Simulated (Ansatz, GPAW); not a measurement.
This is a calculation of Hf (Hafnium) for Ansatz 0.2.0. 

Contents of input.yaml:

```yaml
crystal:
  lattice:
    - [3.1967, 0.0, 0.0]
    - [-1.59835, 2.7684234083, 0.0]
    - [0.0, 0.0, 5.0578]
  atoms:
    - { symbol: Hf, position: [0.6666666667, 0.3333333333, 0.75] }
    - { symbol: Hf, position: [0.3333333333, 0.6666666667, 0.25] }
hamiltonian:
  xc: pbe
  pseudopotentials: { kind: paw }
kpoints:
  mp_grid: { grid: [10, 10, 5] }
scf:
  occupations: { method: gaussian, width: 0.02 }
output:
  forces: true
  stress: true
  eigenvalues: true
  write_density: true
  write_potential: true
  elf: true
  volumetric_format: npy
```

Potentials or basis: Ansatz PAW.

Run with:

```console
$ ansatz run input.yaml --threads 2 --pin off --max-ram 5632MiB --backend cpu --events-out ev --progress --plain --runs-dir out
```

Task: Translate it to GPAW 26.7.0 (ASE script). Potentials or basis there: GPAW PAW data sets (gpaw-data 1.2.1), cutoff 600 eV.

Result: As run (cutoffs and basis follow the program's own potentials, and thresholds, step limits or extra output files can differ):

File run.py:

```python
from ase.dft.bandgap import bandgap
from ase.io import read, write
from ase.units import GPa
from gpaw import GPAW, PW

atoms = read('Hf.xyz')

calc = GPAW(mode=PW(600),
            xc='PBE',
            kpts={'size': (10, 10, 5), 'gamma': True},
            occupations={'name': 'methfessel-paxton', 'order': 0, 'width': 0.02},
            nbands=24,
            convergence={'density': 1e-05, 'energy': 1e-05},
            maxiter=150,
            txt='gpaw.txt')
atoms.calc = calc
energy = atoms.get_potential_energy()
forces = atoms.get_forces()
stress = atoms.get_stress()
calc.write('gs.gpw')
write('result.traj', atoms)
print(f'Energy: {energy:.6f} eV')
print('Forces (eV/A):')
print(forces.round(4))
print('Stress (GPa):', (stress / GPa).round(3))
print('Fermi level:', round(calc.get_fermi_level(), 4), 'eV')
print(f'Gap: {bandgap(calc)[0]:.4f} eV, direct: {bandgap(calc, direct=True)[0]:.4f} eV')
```

File Hf.xyz:

```xyz
2
Lattice="3.1967000000 0.0000000000 0.0000000000 -1.5983500000 2.7684234083 0.0000000000 0.0000000000 0.0000000000 5.0578000000" Properties=species:S:1:pos:R:3 pbc="T T T"
Hf     1.5983500002      0.9228078027      3.7933500000
Hf    -0.0000000002      1.8456156056      1.2644500000
```

Potentials or basis: GPAW PAW data sets (gpaw-data 1.2.1), pw.

Launch:

```sh
$ OMP_NUM_THREADS=1 python run.py
```

Both were run:

|  | Ansatz | GPAW |
| --- | --- | --- |
| Pressure | 0.6 GPa | 0.9 GPa |

Ansatz's pressure holds a Pulay term of +0.05 GPa for its cutoff of 420 eV, which the other run lacks.

The potentials hold 52 and 24 valence electrons a cell.

Where Ansatz's input types no cutoff or centring, it takes its own default and a Γ-centred mesh.

Pressure is positive in compression.
